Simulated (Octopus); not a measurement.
# CsPbCl3 (Pm-3m) in Octopus: equation of state

Aim: energy against volume of CsPbCl3 in PBEsol, for its equilibrium volume and stiffness.

Everything below comes from runs of Octopus 16.4. Logs are shortened: lines on timing, memory, paths and dates and some standing lists are left out, and cuts for length are marked.

## (1) The crystal as given

The structure is cubic, space group Pm-3m (No. 221). The conventional cell has a = 5.605 Å, b = 5.605 Å, c = 5.605 Å, α = 90.00°, β = 90.00°, γ = 90.00°. Around Pb (site symmetry m-3m) lie 6 Cl at 2.80 Å. Around Cs (site symmetry m-3m) lie 12 Cl at 3.96 Å. Cl (site symmetry 4/mmm) is surrounded by 2 Pb at 2.80 Å.

## (2) Equation of state, PBEsol, 35.22 Å³/atom

File inp:

```
CalculationMode = gs
UnitsOutput = eV_Angstrom
PeriodicDimensions = 3
ExperimentalFeatures = yes
PseudopotentialSet = pseudodojo_pbesol
%LatticeParameters
 1*angstrom | 1*angstrom | 1*angstrom
%
%LatticeVectors
 5.605 | 0 | 0
 0 | 5.605 | 0
 0 | 0 | 5.605
%
%ReducedCoordinates
 "Pb" | 0.5 | 0.5 | 0.5
 "Cs" | 0 | 0 | 0
 "Cl" | 0.5 | 0 | 0.5
 "Cl" | 0 | 0.5 | 0.5
 "Cl" | 0.5 | 0.5 | 0
%
%Spacing
 0.13670732*angstrom | 0.13670732*angstrom | 0.13670732*angstrom
%
DerivativesOrder = 8
%KPointsGrid
 5 | 5 | 5
%
KPointsUseSymmetries = yes
XCFunctional = gga_x_pbe_sol + gga_c_pbe_sol
SmearingFunction = fermi_dirac
Smearing = 0.05*eV
ExtraStates = 9
Eigensolver = chebyshev_filter
ConvRelDens = 3e-7
MaximumIter = 120
Mixing = 0.2
```

Potentials or basis: pseudodojo_pbesol (PseudoDojo 0.4, PBEsol).

Command:

```
$ OMP_NUM_THREADS=1 octopus > out.log
```

out.log:

```text
Running octopus

[... 13 lines left out ...]

Input: [AllElectronType = no]
Input: [PseudopotentialSet = pseudodojo_pbesol]
Reading Coordinates from ReducedCoordinates block

****************************** Species *******************************
  Species 'Pb'
    type             : pseudopotential
    file             : 'Pb.upf'
    file format      : UPF2
    valence charge   : 14.0
    atomic number    :  82
    form on file     : kleinman-bylander
    lmax             : 2
    llocal           : -1
    projectors per l : 2
    total projectors : 6
    application form : kleinman-bylander
    orbitals         :  9
    bound orbitals   :  9

  Species 'Cs'
    type             : pseudopotential
    file             : 'Cs.upf'
    file format      : UPF2
    valence charge   : 9.0
    atomic number    :  55
    form on file     : kleinman-bylander
    lmax             : 3
    llocal           : -1
    projectors per l : 2
    total projectors : 8
    application form : kleinman-bylander
    orbitals         :  5
    bound orbitals   :  5

  Species 'Cl'
    type             : pseudopotential
    file             : 'Cl.upf'
    file format      : UPF2
    valence charge   : 7.0
    atomic number    :  17
    form on file     : kleinman-bylander
    lmax             : 2
    llocal           : -1
    projectors per l : 2
    total projectors : 6
    application form : kleinman-bylander
    orbitals         :  4
    bound orbitals   :  4

**********************************************************************

***************************** Symmetries *****************************
Space group No.  221
International: Pm-3m
Schoenflies: Oh^1
Info: The system has    48 symmorphic symmetries that can be used.
  Index                Rotation matrix                      Fractional translations
    1 :     1   0   0     0   1   0     0   0   1      0.000000    0.000000    0.000000
    2 :    -1   0   0     0  -1   0     0   0  -1      0.000000    0.000000    0.000000
    3 :     0   1   0    -1   0   0     0   0   1      0.000000    0.000000    0.000000
    4 :     0  -1   0     1   0   0     0   0  -1      0.000000    0.000000    0.000000
    5 :    -1   0   0     0  -1   0     0   0   1      0.000000    0.000000    0.000000
    6 :     1   0   0     0   1   0     0   0  -1      0.000000    0.000000    0.000000
[... 40 lines left out ...]
   47 :     1   0   0     0   0   1     0  -1   0      0.000000    0.000000    0.000000
   48 :    -1   0   0     0   0  -1     0   1   0      0.000000    0.000000    0.000000
Info: The system also has     0 nonsymmorphic symmetries (not used for electrons).
**********************************************************************

Input: [CurvMethod = curv_affine]
Input: [DerivativesStencil = stencil_star]

****************************** Lattice *******************************
  Lattice Vectors [A]
    5.605000    0.000000    0.000000
    0.000000    5.605000    0.000000
    0.000000    0.000000    5.605000
  Cell volume =           176.0868 [A^3]
  Reciprocal-Lattice Vectors [A^-1]
    1.120996    0.000000    0.000000
    0.000000    1.120996    0.000000
    0.000000    0.000000    1.120996
  Cell angles [degree]
    alpha =   90.000
    beta  =   90.000
    gamma =   90.000
**********************************************************************

Checking if the generated full k-point grid is symmetric

    10 k-points generated from parameters :
 ---------------------------------------------------
    n =    5    5    5

[... 65 lines left out ...]
    local part     =  1.2 A
    non-local part =  1.4 A
    orbitals       =  6.3 A

Info: Pseudopotential for Cs
  Radii for localized parts:
    local part     =  2.1 A
    non-local part =  1.6 A
    orbitals       =  8.7 A

Info: Pseudopotential for Cl
  Radii for localized parts:
    local part     =  1.2 A
    non-local part =  1.4 A
    orbitals       =  4.2 A

Input: [RelativisticCorrection = non_relativistic]
[... 11 lines left out ...]
      Block       2 contains       4 states:       5 -       8
      Block       3 contains       4 states:       9 -      12
      Block       4 contains       4 states:      13 -      16
      Block       5 contains       4 states:      17 -      20
      Block       6 contains       4 states:      21 -      24
      Block       7 contains       4 states:      25 -      28
      Block       8 contains       3 states:      29 -      31
Info: Ground-state allocation done.
Info: Could not find 'restart/gs' directory for restart.
[... 18 lines left out ...]
** Warning:
**   Cannot do LCAO for all states because there are not enough atomic orbitals.
**   Required: 31. Available: 26. 5 orbitals will be randomized.

Info: Unnormalized total charge =     44.411507
Info: Renormalized total charge =     44.000000
Info: Setting up Hamiltonian.
Info: Performing initial LCAO calculation with     26 orbitals.
Info: Getting Hamiltonian matrix elements.

Eigenvalues [eV]
 #st  Spin   Eigenvalue      Occupation
#k =       1, k = (  0.000000,  0.000000,  0.000000)
   1   --   -19.198449       2.000000
   2   --   -15.720548       2.000000
   3   --   -15.720548       2.000000
   4   --   -15.294163       2.000000
   5   --   -15.294163       2.000000
   6   --   -15.294163       2.000000
[... 18 lines left out ...]
  25   --     7.232458       0.000000
  26   --     7.232458       0.000000
#k =       2, k = (  0.200000,  0.000000,  0.000000)
   1   --   -19.186264       2.000000
   2   --   -15.510283       2.000000
   3   --   -15.152821       2.000000
   4   --   -15.023325       2.000000
   5   --   -14.763811       2.000000
   6   --   -14.673610       2.000000
[... 18 lines left out ...]
  25   --     7.432472       0.000000
  26   --     7.605467       0.000000
[... 8 further k-points ...]
Fermi energy =     3.307446 eV
Generating random wavefunctions for states       27 and above
Orthogonalizing wavefunctions.
Info: Ground-state restart information will be written to 'restart/gs'.
Info: SCF using complex wavefunctions.
Info: Starting SCF iteration.

** Warning:
**   Symmetrization discrepancy ratio (scalar) =  1.80024E-02

*********************** SCF CYCLE ITER #    1 ************************
 etot  = -3.94562342E+03 abs_ev   =  6.32E+01 rel_ev   =  1.70E-01
 ediff =        1.45E+02 abs_dens =  4.57E+00 rel_dens =  1.04E-01
Matrix vector products: 250
Converged eigenvectors: 0

#  State  KPoint  Eigenvalue [eV]  Occupation    Error
      1       1      -19.204769    2.000000   ( 4.2E-05)
      1       2      -19.203640    2.000000   ( 4.8E-04)
      1       3      -19.202592    2.000000   ( 9.5E-04)
      1       5      -19.201795    2.000000   ( 1.1E-03)
      1       4      -19.201627    2.000000   ( 1.3E-03)
      1       6      -19.200808    2.000000   ( 2.3E-03)
      1       7      -19.199936    2.000000   ( 2.8E-03)
      1       8      -19.199207    2.000000   ( 3.5E-03)
[... 23 lines left out ...]
     30       3       12.417705    0.000000   ( 2.4E-01)
     31       9       12.627387    0.000000   ( 2.5E-01)
     31       8       12.971640    0.000000   ( 2.5E-01)
     31      10       13.107284    0.000000   ( 2.2E-01)
     31       3       13.559044    0.000000   ( 1.9E-01)
     31       4       13.666027    0.000000   ( 2.5E-01)
     31       2       14.000753    0.000000   ( 1.7E-01)
     31       1       15.602368    0.000000   ( 1.2E-01)

Density of states:

----------------------------------%-----------------------------------
----------------------------------%-----------------------------------
--------%-----------------%-------%-----------------------------------
--------%-----------------%------%%-----------------------------------
--------%-----------------%------%%-----------------------------------
-------%%-----------------%------%%-----------------------------------
-------%%%%---------------%------%%-----------------------------------
%------%%%%---------------%------%%--------------%--------------------
%------%%%%---------------%---%%%%%-----------%--%-%---%-%%---%-------
%------%%%%------------%%%%---%%%%%-%%--------%%-%%%%--%%%%%%%%%------
                                         ^

Fermi energy =     1.511248 eV

**********************************************************************

** Warning:
**   Symmetrization discrepancy ratio (scalar) =  1.84592E-02

*********************** SCF CYCLE ITER #    2 ************************
 etot  = -3.92491767E+03 abs_ev   =  1.06E+01 rel_ev   =  2.93E-02
 ediff =        7.61E-01 abs_dens =  7.21E-01 rel_dens =  1.64E-02
Matrix vector products: 250
Converged eigenvectors: 0
[... 211 lines left out ...]
*********************** SCF CYCLE ITER #   20 ************************
 etot  = -3.89095344E+03 abs_ev   =  1.41E-04 rel_ev   =  4.11E-07
 ediff =        1.42E-05 abs_dens =  1.05E-05 rel_dens =  2.39E-07
Matrix vector products: 250
Converged eigenvectors: 10

#  State  KPoint  Eigenvalue [eV]  Occupation    Error
      1       1      -19.717209    2.000000   ( 2.5E-08)
      1       2      -19.716432    2.000000   ( 1.8E-08)
      1       3      -19.715701    2.000000   ( 2.4E-08)
      1       5      -19.715174    2.000000   ( 1.7E-08)
      1       4      -19.715012    2.000000   ( 1.8E-08)
      1       6      -19.714517    2.000000   ( 2.6E-08)
      1       7      -19.713897    2.000000   ( 2.4E-08)
      1       8      -19.713454    2.000000   ( 2.6E-08)
[... 23 lines left out ...]
     31       7        8.150062    0.000000   ( 1.6E-02)
     30      10        8.226509    0.000000   ( 9.4E-03)
     31       9        8.245682    0.000000   ( 1.6E-02)
     30       5        8.359202    0.000000   ( 8.0E-03)
     31       6        8.538572    0.000000   ( 1.8E-02)
     31       8        8.539309    0.000000   ( 2.5E-02)
     31       5        8.764518    0.000000   ( 2.0E-02)
     31      10        8.836083    0.000000   ( 2.9E-02)

Density of states:

--------------------------------%-------------------------------------
------------%-------------------%-------------------------------------
------------%-------------------%------------%------------------------
------------%-------------------%------------%------------------------
-----------%%-------------------%------------%%-----------------------
-----------%%---%---------------%------------%%-----------------------
-----------%%---%---------------%-----------%%%-----------------%%-%--
%----------%%---%%--------------%-----------%%%---------------%-%%%%--
%----------%%---%%--------------%---------%-%%%-----------%---%%%%%%%-
%----------%%--%%%-------------%%%------%%%%%%%%%%-------%%%-%%%%%%%%-
                                                      ^

Fermi energy =     2.737890 eV

**********************************************************************

Info: SCF converged in   20 iterations

** Warning:
**   Some of the states are not fully converged!

Info: Number of matrix-vector products:       5000
Info: Finished writing information to 'restart/gs'.

Octopus emitted 23 warnings.
```

It took 7.2 min on 1 thread of Arm Neoverse V1, shared host; peak memory 0.95 GiB.

Results:

| Property | Result |
| --- | --- |
| Free energy | -3890.9533 eV |
| Band gap on the k mesh | 2.86 eV, direct |

Caveat: spin-orbit coupling is left out, which as a rule narrows the gap of such compounds by several tenths of an eV; an odd mesh through Γ misses points on the zone boundary, where band edges often lie.

## (3) Equation of state, PBEsol, 34.51 Å³/atom (volume scaled by 0.98)

inp, as its differences from that of step 2:

```diff
@@ -9,5 +9,5 @@
 %LatticeVectors
- 5.605 | 0 | 0
- 0 | 5.605 | 0
- 0 | 0 | 5.605
+ 5.5673814169 | 0 | 0
+ 0 | 5.5673814169 | 0
+ 0 | 0 | 5.5673814169
 %
@@ -21,3 +21,3 @@
 %Spacing
- 0.13670732*angstrom | 0.13670732*angstrom | 0.13670732*angstrom
+ 0.13578979*angstrom | 0.13578979*angstrom | 0.13578979*angstrom
 %
```

Potentials or basis: pseudodojo_pbesol (PseudoDojo 0.4, PBEsol).

Command:

```
$ OMP_NUM_THREADS=1 octopus > out.log
```

It took 6.7 min on 1 thread of Arm Neoverse V1, shared host; peak memory 0.96 GiB.

It converged, with:

```yaml
Free_energy: -3890.9435 eV
Band_gap_on_the_k_mesh: 2.81 eV, direct
```

Caveat: spin-orbit coupling is left out, which as a rule narrows the gap of such compounds by several tenths of an eV; an odd mesh through Γ misses points on the zone boundary, where band edges often lie.

## (4) Equation of state, PBEsol, 35.92 Å³/atom (volume scaled by 1.02)

inp, as its differences from that of step 3:

```diff
@@ -9,5 +9,5 @@
 %LatticeVectors
- 5.5673814169 | 0 | 0
- 0 | 5.5673814169 | 0
- 0 | 0 | 5.5673814169
+ 5.6421202871 | 0 | 0
+ 0 | 5.6421202871 | 0
+ 0 | 0 | 5.6421202871
 %
@@ -21,3 +21,3 @@
 %Spacing
- 0.13578979*angstrom | 0.13578979*angstrom | 0.13578979*angstrom
+ 0.13761269*angstrom | 0.13761269*angstrom | 0.13761269*angstrom
 %
```

Command:

```
$ OMP_NUM_THREADS=1 octopus > out.log
```

Run time: 7.3 min. Hardware: 1 thread of Arm Neoverse V1, shared host; peak memory 0.95 GiB.

Results (log left out):

* Free energy: -3890.9579 eV
* Band gap on the k mesh: 2.90 eV, direct

Caveat: spin-orbit coupling is left out, which as a rule narrows the gap of such compounds by several tenths of an eV; an odd mesh through Γ misses points on the zone boundary, where band edges often lie.

## (5) Equation of state, PBEsol, 33.81 Å³/atom (volume scaled by 0.96)

inp, as its differences from that of step 4:

```diff
@@ -9,5 +9,5 @@
 %LatticeVectors
- 5.6421202871 | 0 | 0
- 0 | 5.6421202871 | 0
- 0 | 0 | 5.6421202871
+ 5.5292474706 | 0 | 0
+ 0 | 5.5292474706 | 0
+ 0 | 0 | 5.5292474706
 %
@@ -21,3 +21,3 @@
 %Spacing
- 0.13761269*angstrom | 0.13761269*angstrom | 0.13761269*angstrom
+ 0.13485969*angstrom | 0.13485969*angstrom | 0.13485969*angstrom
 %
```

Command:

```
$ OMP_NUM_THREADS=1 octopus > out.log
```

It took 7.3 min on 1 thread of Arm Neoverse V1, shared host; peak memory 0.96 GiB.

Results (log left out):

```yaml
Free_energy: -3890.9201 eV
Band_gap_on_the_k_mesh: 2.76 eV, direct
```

Caveat: spin-orbit coupling is left out, which as a rule narrows the gap of such compounds by several tenths of an eV; an odd mesh through Γ misses points on the zone boundary, where band edges often lie.

## (6) Equation of state, PBEsol, 36.63 Å³/atom (volume scaled by 1.04)

inp, as its differences from that of step 5:

```diff
@@ -9,5 +9,5 @@
 %LatticeVectors
- 5.5292474706 | 0 | 0
- 0 | 5.5292474706 | 0
- 0 | 0 | 5.5292474706
+ 5.6787584584 | 0 | 0
+ 0 | 5.6787584584 | 0
+ 0 | 0 | 5.6787584584
 %
@@ -21,3 +21,3 @@
 %Spacing
- 0.13485969*angstrom | 0.13485969*angstrom | 0.13485969*angstrom
+ 0.13850630*angstrom | 0.13850630*angstrom | 0.13850630*angstrom
 %
```

Potentials or basis: pseudodojo_pbesol (PseudoDojo 0.4, PBEsol).

Command:

```
$ OMP_NUM_THREADS=1 octopus > out.log
```

Run time: 7.1 min. Hardware: 1 thread of Arm Neoverse V1, shared host; peak memory 0.95 GiB.

The run converged. Its results:

- Free energy: -3890.9453 eV
- Band gap on the k mesh: 2.94 eV, direct

Caveat: spin-orbit coupling is left out, which as a rule narrows the gap of such compounds by several tenths of an eV; an odd mesh through Γ misses points on the zone boundary, where band edges often lie.

## (7) Equation of state, PBEsol, 33.10 Å³/atom (volume scaled by 0.94)

inp, as its differences from that of step 6:

```diff
@@ -9,5 +9,5 @@
 %LatticeVectors
- 5.6787584584 | 0 | 0
- 0 | 5.6787584584 | 0
- 0 | 0 | 5.6787584584
+ 5.4905801394 | 0 | 0
+ 0 | 5.4905801394 | 0
+ 0 | 0 | 5.4905801394
 %
@@ -21,3 +21,3 @@
 %Spacing
- 0.13850630*angstrom | 0.13850630*angstrom | 0.13850630*angstrom
+ 0.13391659*angstrom | 0.13391659*angstrom | 0.13391659*angstrom
 %
@@ -36 +36,6 @@
 Mixing = 0.2
+%Output
+ density | cube
+ elf | cube
+ potential | cube
+%
```

Command:

```
$ OMP_NUM_THREADS=1 octopus > out.log
```

It took 6.8 min on 1 thread of Arm Neoverse V1, shared host; peak memory 0.96 GiB.

It converged, with:

```yaml
Free_energy: -3890.8828 eV
Band_gap_on_the_k_mesh: 2.71 eV, direct
```

Caveat: spin-orbit coupling is left out, which as a rule narrows the gap of such compounds by several tenths of an eV; an odd mesh through Γ misses points on the zone boundary, where band edges often lie.

## (8) Equation of state, PBEsol, 37.33 Å³/atom (volume scaled by 1.06)

inp, as its differences from that of step 7:

```diff
@@ -9,5 +9,5 @@
 %LatticeVectors
- 5.4905801394 | 0 | 0
- 0 | 5.4905801394 | 0
- 0 | 0 | 5.4905801394
+ 5.7149298697 | 0 | 0
+ 0 | 5.7149298697 | 0
+ 0 | 0 | 5.7149298697
 %
@@ -21,3 +21,3 @@
 %Spacing
- 0.13391659*angstrom | 0.13391659*angstrom | 0.13391659*angstrom
+ 0.13938853*angstrom | 0.13938853*angstrom | 0.13938853*angstrom
 %
```

Command:

```
$ OMP_NUM_THREADS=1 octopus > out.log
```

Run time: 6.8 min. Hardware: 1 thread of Arm Neoverse V1, shared host; peak memory 0.95 GiB.

The run converged. Its results:

```yaml
Free_energy: -3890.9218 eV
Band_gap_on_the_k_mesh: 2.98 eV, direct
```

Caveat: spin-orbit coupling is left out, which as a rule narrows the gap of such compounds by several tenths of an eV; an odd mesh through Γ misses points on the zone boundary, where band edges often lie.

## (9) Equation of state, PBEsol

Potentials or basis: pseudodojo_pbesol (PseudoDojo 0.4, PBEsol).

No new run: the results of the series are fitted here.

What came out:

* Equilibrium volume: 35.61 Å³/atom (rough: see the caveat)
* Bulk modulus: 27 GPa (rough)

Energy against volume, from the lowest point:
```
volume (Å³/atom)  energy (meV/atom)
          33.104              15.02
          33.809               7.57
          34.513               2.88
          35.217               0.92
          35.922               0.00
          36.626               2.52
          37.330               7.22
```

Caveat: the fit is doubtful: noisy points or a state that changes with volume; the number of grid points is fixed, so the spacing changes with the cell, which shifts volumes and moduli. Spin-orbit coupling is left out, which matters for the levels of Cs, Pb.
